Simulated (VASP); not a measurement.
The system is HfO2.

```
Hf O
1.0
     0.00000    2.50939    2.50939
     2.50939    0.00000    2.50939
     2.50939    2.50939    0.00000
Hf O
1 2
Cartesian
  0.0000 0.0000 0.0000
  3.7641 3.7641 3.7641
  1.2547 1.2547 1.2547
```

Measurements of this composition are mostly on another form, of space group No. 14.

Base run:

| Property | Result |
| --- | --- |
| Program | VASP 6.6.1 |
| Functional | r2SCAN |
| Potentials or basis | VASP PAW PBE potentials, release 64 (Hf_pv, O) |
| Cutoff | 520 eV |
| k mesh | 8 × 8 × 8 |
| Occupations | gaussian, width 0.02 eV |
| Spin | no spin polarisation |

Its results: band gap on the k mesh 4.39 eV, direct.

**Question.** The run is repeated on the same cell with these changes: functional from r2SCAN to TB-mBJ. What comes out?

**Answer.** Band gap on the k mesh 5.84 eV, indirect (least direct gap 5.85 eV).

Caveats: spin-orbit coupling is left out, which moves the levels of the heavy elements.
